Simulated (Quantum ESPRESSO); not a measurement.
AlN in Quantum ESPRESSO: the effect of functional

Crystal: AlN.

```
CELL_PARAMETERS angstrom
0.00000 2.18399 2.18399
2.18399 0.00000 2.18399
2.18399 2.18399 0.00000
ATOMIC_POSITIONS crystal
Al 0.00000 0.00000 0.00000
N 0.25000 0.25000 0.25000
```

Measurements of this composition are mostly on another form, of space group No. 186.

Alike in all runs:

| Property | Result |
| --- | --- |
| Program | Quantum ESPRESSO 7.5 |
| Task | dielectric tensor |
| Cutoff | 612 eV |
| Density cutoff | 4898 eV |
| k mesh | 8 × 8 × 8, shifted |
| Occupations | fermi-dirac, width 0.05 eV |
| Spin | no spin polarisation |

```tsv
functional	potentials or basis	pressure (GPa)	dielectric constant (mean)
LDA	GBRV 1.5 LDA	-2.8	4.58
PBE	GBRV 1.5 PBE	5.4	4.58
PBEsol	GBRV 1.5 PBEsol	1.7	4.64
WC	GBRV 1.5 PBE	2.3	4.64
BLYP	GBRV 1.5 PBE	?	?
AM05	GBRV 1.5 PBE	2.5	4.67
```

Task: What does the run with functional BLYP give?

Result: Pressure 9.4 GPa; dielectric constant 4.39 mean.

Caveats: the potentials were made for another functional, which shifts forces and pressure (some runs); the cell is more than 3 GPa from zero pressure, which shifts response properties (some runs).
